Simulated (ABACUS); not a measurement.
# NaCl: equation of state with r2SCAN

NaCl:

```xyz
2
Lattice="3.5022 0.0000 0.0000 0.0000 3.5022 0.0000 0.0000 0.0000 3.5022" Properties=species:S:1:pos:R:3 pbc="T T T"
Cl    1.7511    1.7511    1.7511
Na    0.0000    0.0000    0.0000
```

Measurements of this composition are mostly on another form, of space group No. 225.

```json
{"Program": "ABACUS 3.10.1", "Task": "equation of state", "Functional": "r2SCAN", "Potentials or basis": "SG15 ONCV 1.2 PBE", "Cutoff": "1401 eV", "Density cutoff": "5606 eV", "Basis": "plane waves", "k mesh": "5 × 5 × 5", "Occupations": "fermi-dirac, width 0.05 eV", "Spin": "no spin polarisation"}
```

```json
{
  "Equilibrium volume": "20.73 Å³/atom",
  "Bulk modulus": "30 GPa",
  "Pressure derivative of the bulk modulus": "4.6 (rough: it moves with the points fitted)"
}
```

Energy against volume, from the lowest point:
| volume (Å³/atom) | energy (meV/atom) |
| --- | --- |
| 20.189 | 0.99 |
| 21.048 | 0.00 |
| 21.907 | 5.23 |
| 22.766 | 15.37 |

All runs of the series together: 38 s on 4 threads of Intel(R) Xeon(R) Platinum 8488C (Sapphire Rapids), with other jobs on the host.

Caveat: the potentials were made for another functional, which shifts forces and pressure.
